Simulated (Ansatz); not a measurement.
Au:

```
Au
1.0
    -1.65727    1.65727    1.65727
     1.65727   -1.65727    1.65727
     1.65727    1.65727   -1.65727
Au
1
Direct
  0.00000 0.00000 0.00000
```

This isn't the form of Au at room conditions, which is fcc.

| Quantity | Value |
| --- | --- |
| Program | Ansatz 0.2.0 |
| Task | relaxation of cell and atoms |
| Functional | BLYP |
| Potentials or basis | Ansatz PAW |
| Cutoff | 420 eV (not typed: the program's choice for these potentials) |
| k mesh | 11 × 11 × 11 |
| Occupations | fermi-dirac, width 0.05 eV |
| Spin | no spin polarisation |

At the start: volume 18.21 Å³/atom.

How do energy, volume and symmetry change on relaxing?

It ends after 6 steps and the volume is 19.57 Å³/atom (+7.5 %); space group Im-3m (No. 229, to 0.05 Å).

The path:
```
step  energy change (eV)  largest force (eV/Å)  volume (Å³)
   1              0.0000                0.0000        18.21
   2             -0.0039                0.0000        21.08
   3             -0.0341                0.0000        19.83
   4             -0.0352                0.0000        19.58
   5             -0.0352                0.0000        19.57
   6             -0.0357                0.0000        19.57
```

Final structure:
```cif
data_structure
_symmetry_space_group_name_H-M 'P 1'
_symmetry_Int_Tables_number 1
_cell_length_a 2.9405
_cell_length_b 2.9405
_cell_length_c 2.9405
_cell_angle_alpha 109.471
_cell_angle_beta 109.471
_cell_angle_gamma 109.471
_cell_volume 19.57
loop_
_atom_site_label
_atom_site_type_symbol
_atom_site_fract_x
_atom_site_fract_y
_atom_site_fract_z
_atom_site_occupancy
Au1 Au 0.00000 0.00000 0.00000 1
```

Caveat: the plane-wave basis is chosen anew once the cell has moved, so the energies of steps on either side of that aren't comparable; the PAW data sets come from PBE, with cores solved anew for the run's functional, which leaves a small shift of forces and pressure.
